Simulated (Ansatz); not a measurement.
SrF2:
```
CELL_PARAMETERS angstrom
      0.00000     2.89529     2.89529
      2.89529     0.00000     2.89529
      2.89529     2.89529     0.00000
ATOMIC_POSITIONS crystal
  Sr 0.00000 0.00000 0.00000
  F  0.75000 0.75000 0.75000
  F  0.25000 0.25000 0.25000
```

Relaxed with r²SCAN. Special points in fractions of this cell's reciprocal vectors: Γ (0.000, 0.000, 0.000); X (0.500, 0.000, 0.500); U (0.625, 0.250, 0.625); K (0.375, 0.375, 0.750); L (0.500, 0.500, 0.500); W (0.500, 0.250, 0.750).

Task: List the band energies nearest the valence-band maximum at these points for the program Ansatz at the r²SCAN with spin–orbit coupling level (PAW).

Result: In eV from the valence-band maximum; about four levels below and three above (degenerate sets whole), none deeper than 8.9 eV; points with the same levels are listed once.

```csv
k,below,above
Γ,-0.07 -0.07 -0.07 -0.07,7.60 7.60 10.95 10.95 10.95 10.95
X,-0.25 -0.25 0.00 0.00,8.73 8.73 11.18 11.18
U,-0.23 -0.23 -0.07 -0.07,9.01 9.01 11.40 11.40
L,-0.47 -0.47 -0.40 -0.40,10.71 10.71 11.00 11.00
W,-0.20 -0.20 -0.07 -0.07,9.05 9.05 11.61 11.61
```

Space group Fm-3m (fluorite). The cell was relaxed with r²SCAN under the symmetry of its start; phonons on a q-mesh show no instability.

Potentials: the later of the program's two PAW sets.
